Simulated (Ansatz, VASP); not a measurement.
**H6Rh in VASP and in Ansatz**

```
H Rh
1.0
     0.00000    2.87706    2.87706
     2.87706    0.00000    2.87706
     2.87706    2.87706    0.00000
H Rh
6 1
Direct
  0.84444 0.46667 0.84444
  0.84444 0.84444 0.84444
  0.46667 0.84444 0.84444
  0.84444 0.84444 0.46667
  0.25000 0.25000 0.25000
  0.50000 0.50000 0.50000
  0.00000 0.00000 0.00000
```

Alike in both runs: functional PBE; k mesh 12 × 12 × 12; occupations gaussian, width 0.1 eV; no spin polarisation.

Ansatz relaxed the structure, and its values are those at the end. VASP's run is a single point on that final structure, the one shown.

|  | VASP | Ansatz |
| --- | --- | --- |
| version | VASP 6.6.1 | Ansatz 0.2.0 |
| potentials or method | VASP PAW PBE potentials, release 64 (H, Rh_pv) | scalar-relativistic, plane waves, PAW |
| plane-wave cutoff (eV) | 520 | 420 |
| valence electrons in the cell | 21 | 23 |

Ansatz gave:

| Property | Result |
| --- | --- |
| gap on the k mesh at the Fermi level (eV) | none |
| pressure (GPa) | 0.0 |
| rms of the force components (eV/Å) | 0.002 |

**Question.** What did VASP give for the same quantities?

**Answer.** gap on the k mesh at the Fermi level (eV): none; pressure (GPa): -0.2; rms of the force components (eV/Å): 0.011.

A gap of «none» marks a metal or a gap that the smearing closes. The two sets of potentials don't hold the same shells in valence.
